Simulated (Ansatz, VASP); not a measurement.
# Sb in VASP and in Ansatz

```
Sb
1.0
     3.36900    0.00000    0.00000
    -1.68450    2.91764    0.00000
     0.00000    0.00000   30.99000
Sb
7
Cartesian
  1.6845 0.9725 7.5000
  0.0000 1.9451 10.1650
  1.6845 0.9725 12.8300
  0.0000 1.9451 15.4950
  1.6845 0.9725 18.1600
  0.0000 1.9451 20.8250
  1.6845 0.9725 23.4900
```

The slab is cut from a database's or a generator's crystal, which needn't be the stable form of the element.

Alike in both runs: functional PBEsol; k mesh 9 × 9 × 1; occupations fermi-dirac, width 0.05 eV; no spin polarisation.

|  | VASP | Ansatz |
| --- | --- | --- |
| version | VASP 6.6.1 | Ansatz 0.2.0 |
| potentials or method | VASP PAW PBE potentials, release 64 (Sb) | Ansatz PAW |
| plane-wave cutoff (eV) | 520 | 420 |
| valence electrons in the cell | 35 | 105 |
| task | single point | band structure |

|  | VASP | Ansatz | Ansatz less VASP |
| --- | --- | --- | --- |
| gap on the k mesh at the Fermi level (eV) | none | none | - |
| rms of the force components (eV/Å) | 0.161 | 0.161 | +0.0003 |
| work function, face that differs most (eV) | 4.22 | 4.22 | 0.000 |

Atom by atom the forces differ by 0.000 eV/Å (rms over components). A gap of «none» marks a metal or a gap that the smearing closes. The two sets of potentials don't hold the same shells in valence.

Caveats: the PAW data sets were made with another functional, which shifts forces and pressure a little (VASP); spin-orbit coupling is left out, which moves the levels of the heavy elements (Ansatz); the PAW data sets come from PBE, with cores solved anew for the run's functional, which leaves a small shift of forces and pressure (Ansatz). The runs have no spin-orbit coupling, so splittings on Sb are missing.
